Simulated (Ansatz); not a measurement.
# Calculated records

GaP (F-43m): spin-orbit coupling beyond the local functionals. Symmetry: F-43m, No. 216, cubic system. Conventional cell: a = 5.451 Å, b = 5.451 Å, c = 5.451 Å, α = 90.00°, β = 90.00°, γ = 90.00°. Nearest to Ga lie 4 P at 2.36 Å. Nearest to P lie 4 Ga at 2.36 Å. Farther neighbours are not listed. The calculation used DFT, HSE06 with spin-orbit coupling, plane waves, PAW (and 1 further level or step) in Ansatz 0.2.0, with cutoff 420 eV, 4×4×4 k-mesh, default PAW in one of its runs. The HSE06 is 2.28 eV and the HSE06+SOC is 2.25 eV. It took 2 runs, 23 s in all on 1 × NVIDIA H100 80GB HBM3 (shared by 6 runs) with 2 threads of AMD EPYC 7R13 (Zen 3), shared host (the runs of this entry). Spin-orbit coupling changes the gap by −0.03 eV and the least direct gap by −0.03 eV. Against experiment, by HSE06+SOC: the gap of 2.25 eV lies −0.004 eV from the measured 2.25 ± 0.04 eV (indirect, 300 K, on Si, 2020). The cell and positions come from the Crystallography Open Database and are kept as given unless a step says otherwise. The lattice is static and excitons are left out.

```xyz
2
Lattice="0.0000 2.7252 2.7252 2.7252 0.0000 2.7252 2.7252 2.7252 0.0000" Properties=species:S:1:pos:R:3 pbc="T T T"
Ga    0.0000    0.0000    0.0000
P     1.3626    1.3626    1.3626
```

[Paths, hosts, dates, memory and timing lines, banners, echoed tables and standing remarks are left out of the program output.]

[Logs are printed without paths, hosts, clocks, repeated set-up lines and the standing remarks that a program may print on its own settings, such as how far it seeks lower states.]

[Runs of the session that timed out or met a known fault of the program may be left out.]

[Cells called generated may have been cut or substituted from an entry of the Crystallography Open Database or the Materials Project.]

[Hosts, paths, dates, database ids (printed as entryN), source tags and the programs' standing remarks are cut or masked in the printed files.]
